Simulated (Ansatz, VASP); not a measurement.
**Ag: VASP beside Ansatz**

```
Ag
1.0
    -1.65565    1.65565    1.65565
     1.65565   -1.65565    1.65565
     1.65565    1.65565   -1.65565
Ag
1
Direct
  0.00000 0.00000 0.00000
```

Change from the starting cell: strain = 0.0.

Alike in both runs: task single point; functional PBE; k mesh 11 × 11 × 11; occupations fermi-dirac, width 0.05 eV; no spin polarisation.

|  | VASP | Ansatz |
| --- | --- | --- |
| version | VASP 6.6.1 | Ansatz 0.2.0 |
| potentials or method | VASP PAW PBE potentials, release 64 (Ag) | Ansatz PAW |
| plane-wave cutoff (eV) | 520 | 420 |
| valence electrons in the cell | 11 | 19 |

Ansatz gave:

```
gap on the k mesh at the Fermi level (eV) : none
pressure (GPa)                            : -0.8
```

**Question.** What did VASP give for the same quantities?

**Answer.** gap on the k mesh at the Fermi level (eV): none; pressure (GPa): -0.9.

A gap of «none» marks a metal or a gap that the smearing closes. With one functional, cell and mesh, what is left measures potentials, basis and numerics. The two sets of potentials don't hold the same shells in valence.
